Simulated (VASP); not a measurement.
# Sb (R-3m) in VASP: further runs, part 2 of 2

VASP 6.6.1. The steps go on from the part before.

**6. Single point, PBE+D3(BJ)**

Input file INCAR:

```
ALGO = Fast
EDIFF = 1E-7
ENCUT = 200
GGA = PE
ISIF = 2
ISMEAR = 0
IVDW = 12
LASPH = T
LCHARG = F
LREAL = F
LWAVE = F
NELM = 60
PREC = Accurate
SIGMA = 0.02
```

Input file KPOINTS:

```
k-points
0
Gamma
  6 6 6
```

Input file POSCAR:

```
Sb
1.0
    2.1542000000      1.2437279500      3.7580000000
   -2.1542000000      1.2437279500      3.7580000000
    0.0000000000     -2.4874559000      3.7580000000
Sb
2
Direct
    0.2334900000      0.2334900000      0.2334900000
    0.7665100000      0.7665100000      0.7665100000
```

Potentials or basis: VASP PAW PBE potentials, release 64 (Sb).

The run is started by

```sh
$ cat potpaw_PBE.64/Sb/POTCAR > POTCAR
$ mpirun -np 1 vasp_std > vasp.out
```

OUTCAR:

```text
EDIFF = 1E-7
   ENCUT = 200
   GGA = PE
   ISIF = 2
   ISMEAR = 0
   IVDW = 12
   LASPH = T
   LREAL = F
   NELM = 60
   PREC = Accurate
 IVDW          = 12

 ion  position               nearest neighbor table
   1  0.233  0.233  0.233-   2 2.91   2 2.91   2 2.91   2 3.35   2 3.35   2 3.35
   2  0.767  0.767  0.767-   1 2.91   1 2.91   1 2.91   1 3.35   1 3.35   1 3.35

  LATTYP: Found a trigonal (rhomboedric) cell.
 ALAT       =     4.5066618304
 COS(alpha) =     0.5430253623

  Lattice vectors:

 A1 = (   2.1542000000,   1.2437279500,   3.7580000000)
 A2 = (  -2.1542000000,   1.2437279500,   3.7580000000)
 A3 = (   0.0000000000,  -2.4874559000,   3.7580000000)

Analysis of symmetry for initial positions (statically):
=====================================================================
 Subroutine PRICEL returns:
 Original cell was already a primitive cell.

 Routine SETGRP: Setting up the symmetry group for a
 trigonal (rhombohedral) supercell.

 Subroutine GETGRP returns: Found 12 space group operations
 (whereof 12 operations were pure point group operations)
 out of a pool of 12 trial point group operations.

The static configuration has the point symmetry D_3d.

Analysis of symmetry for dynamics (positions and initial velocities):
=====================================================================
 Subroutine PRICEL returns:
 Original cell was already a primitive cell.

 Routine SETGRP: Setting up the symmetry group for a
 trigonal (rhombohedral) supercell.

 Subroutine GETGRP returns: Found 12 space group operations
 (whereof 12 operations were pure point group operations)
 out of a pool of 12 trial point group operations.

The dynamic configuration has the point symmetry D_3d.

 Subroutine INISYM returns: Found 12 space group operations
 (whereof 12 operations are pure point group operations),
 and found     1 'primitive' translations

----------------------------------------------------------------------------------------
[... 120 lines left out ...]
   AEXX    =    0.0000 exact exchange contribution
   IVDW    =    12    specifies the selected vdW correction
   LEPSILON=     F    determine dielectric tensor
   LRPA    =     F    only Hartree local field effects (RPA)
 non-spin polarized calculation
 RMM-DIIS sequential band-by-band and
 Gauss-broadening in eV      SIGMA  =   0.02
  energy-cutoff  :      200.00
  volume of cell :       60.41
 maximum number of plane-waves:       397
 NGX is ok and might be reduce to    24
   NGX = 11   NGY = 11   NGZ = 11

 number of electron      10.0000001 magnetization

 Free energy of the ion-electron system (eV)
  ---------------------------------------------------
  ext. energy  EPLUGINS =         0.00000000
  ---------------------------------------------------
  free energy    TOTEN  =        -8.26262497 eV

  energy without entropy =       -8.26231153  energy(sigma->0) =       -8.26246825

 E-fermi :   7.3532     XC(G=0):  -9.5310

 val. band max:        7.0841066066   @ k =   0.5000   0.0000   0.0000
 cond. band min:       7.3532496709   @ k =   0.3333   0.1667   0.1667
 fundamental gap:      0.2691430643
 Fermi energy:         7.3532496632

 k-point     1 :       0.0000    0.0000    0.0000
  band No.  band energies     occupation
      1      -5.4352      2.00000
      2       2.4924      2.00000
      3       5.2230      2.00000
      4       5.4899      2.00000
      5       5.4899      2.00000
      6       9.3592      0.00000
      7       9.9886      0.00000
      8       9.9886      0.00000
      9      12.3791      0.00000
[... 265 lines left out ...]
 k-point    24 :      -0.3333    0.5000    0.1667
  band No.  band energies     occupation
      1      -2.7764      2.00000
      2      -1.4033      2.00000
      3       1.9757      2.00000
      4       2.8672      2.00000
      5       5.4486      2.00000
      6       9.2258      0.00000
      7      10.5709      0.00000
      8      12.9514      0.00000
      9      13.2360      0.00000

 [... further k-points ...]

------------------------ aborting loop because EDIFF is reached ----------------------------------------

 Edisp (eV)   -0.94507

 E8    (eV) :    -0.4410

  FORCE on cell =-STRESS in cart. coord.  units (eV):
  Direction    XX          YY          ZZ          XY          YZ          ZX
  --------------------------------------------------------------------------------------
  -------------------------------------------------------------------------------------
  Total       0.12219     0.12219    -0.02780     0.00000     0.00000     0.00000
  in kB       3.24073     3.24073    -0.73727     0.00000     0.00000     0.00000
  external pressure =        1.91 kB  Pullay stress =        0.00 kB

 VOLUME and BASIS-vectors are now :
 -----------------------------------------------------------------------------
  energy-cutoff  :      200.00
  volume of cell :       60.41
      direct lattice vectors                 reciprocal lattice vectors
     2.154200000  1.243727950  3.758000000     0.232104726  0.134005726  0.088699663
    -2.154200000  1.243727950  3.758000000    -0.232104726  0.134005726  0.088699663
     0.000000000 -2.487455900  3.758000000     0.000000000 -0.268011452  0.088699663

 POSITION                                       TOTAL-FORCE (eV/Angst)
 -----------------------------------------------------------------------------------
      0.00000      0.00000      2.63237         0.000000      0.000000      0.109271
      0.00000      0.00000      8.64163         0.000000     -0.000000     -0.109271
 -----------------------------------------------------------------------------------
    total drift:                                0.000000     -0.000000      0.000000

  FREE ENERGIE OF THE ION-ELECTRON SYSTEM (eV)
  ---------------------------------------------------
  free  energy   TOTEN  =        -9.2076988263 eV

  energy  without entropy=       -9.2073853868  energy(sigma->0) =       -9.20754211
```

OSZICAR:

```text
N       E                     dE             d eps       ncg     rms          rms(c)
DAV:   1     0.152939911765E+02    0.15294E+02   -0.22376E+03   576   0.406E+02
DAV:   2    -0.757564286556E+01   -0.22870E+02   -0.22317E+02   830   0.842E+01
DAV:   3    -0.825997490429E+01   -0.68433E+00   -0.68296E+00   667   0.172E+01
DAV:   4    -0.826372360092E+01   -0.37487E-02   -0.37481E-02   727   0.145E+00
DAV:   5    -0.826374227469E+01   -0.18674E-04   -0.18673E-04   643   0.949E-02    0.353E+00
RMM:   6    -0.826293353566E+01    0.80874E-03   -0.19200E-03   583   0.400E-01    0.212E+00
RMM:   7    -0.826242244362E+01    0.51109E-03   -0.57556E-03   599   0.679E-01    0.794E-02
RMM:   8    -0.826259928218E+01   -0.17684E-03   -0.45093E-04   613   0.205E-01    0.204E-02
RMM:   9    -0.826262263928E+01   -0.23357E-04   -0.80452E-05   640   0.826E-02    0.513E-03
RMM:  10    -0.826262436865E+01   -0.17294E-05   -0.16576E-05   659   0.369E-02    0.278E-03
RMM:  11    -0.826262471249E+01   -0.34383E-06   -0.24164E-06   659   0.134E-02    0.133E-03
RMM:  12    -0.826262505171E+01   -0.33922E-06   -0.62287E-07   516   0.655E-03    0.535E-04
RMM:  13    -0.826262497125E+01    0.80458E-07   -0.10795E-07   390   0.264E-03
   1 F= -.92076988E+01 E0= -.92075421E+01  d E =-.313440E-03
```

stdout:

```text
POSCAR found type information on POSCAR Sb
 POSCAR found :  1 types and       2 ions
 scaLAPACK will be used
 LDA part: xc-table for (Slater+PW92), standard interpolation
 POSCAR, INCAR and KPOINTS ok, starting setup
 FFT: planning ... GRIDC
 FFT: planning ... GRID_SOFT
 FFT: planning ... GRID
 WAVECAR not read
 entering main loop
```

Run time: 4.5 s. Hardware: 1 thread of AMD EPYC 9R45 (Zen 5), shared host; peak memory 0.11 GiB.

Results:

| Item | Value |
| --- | --- |
| Free energy | -9.2077 eV |
| Pressure | 0.2 GPa |
| Largest force | 0.109 eV/Å |
| Band gap on the k mesh | none (metal or under the smearing width) |
| Dispersion energy per atom | -0.473 eV |

Forces in eV/Å, atoms in the order of the input:
```
Sb   0.000  0.000  0.109
Sb   0.000  0.000 -0.109
```

Levels at points of the mesh, in eV from the Fermi level:
```
           k point  band 3  band 4  band 5  band 6  band 7  band 8
(0.00, 0.00, 0.00)   -2.13   -1.86   -1.86    2.01    2.64    2.64
(0.50, 0.00, 0.00)   -2.01   -1.89   -0.35   -0.27    0.13    0.44
(0.50, 0.50, 0.00)   -5.50   -3.82   -3.73    1.46    4.88    5.46
(0.50, 0.50, 0.50)   -1.38   -1.38   -0.54    0.07    0.07    1.06
```

Caveat: the cutoff is under 1.25 times the usual one of these potentials, so pressure, stress and relaxed cells hold a basis-set (Pulay) error; pairwise dispersion overbinds metals, which lowers pressure and volume.

**7. Overview**

| k mesh | cutoff (eV) | gap on the mesh (eV) | pressure (GPa) | largest force (eV/Å) |
| --- | --- | --- | --- | --- |
| 6 × 6 × 6 | 520 | none | 0.3 | 0.10 |
| 9 × 9 × 9 | 520 | 0.08 | 0.2 | 0.21 |
| 12 × 12 × 12 | 520 | none | 0.2 | 0.24 |
| 6 × 6 × 6 | 200 | none | 0.2 | 0.11 |

Alike in all rows: task single point; level PBE+D3(BJ); potentials or basis VASP PAW PBE potentials, release 64 (Sb); no spin polarisation; cell as given; smearing gaussian 0.02 eV.

On the cell as given the gap runs from zero (PBE+D3(BJ)) to 0.08 eV (PBE+D3(BJ)); the meshes differ, which moves gaps too.

Caveats: pairwise dispersion overbinds metals, which lowers pressure and volume (some runs); spin-orbit coupling is left out, which moves the levels of the heavy elements (some runs); an odd mesh through Γ misses points on the zone boundary, where band edges often lie (some runs); the cutoff is under 1.25 times the usual one of these potentials, so pressure, stress and relaxed cells hold a basis-set (Pulay) error (some runs).

Absolute energies hang on the potentials; compare differences alone.
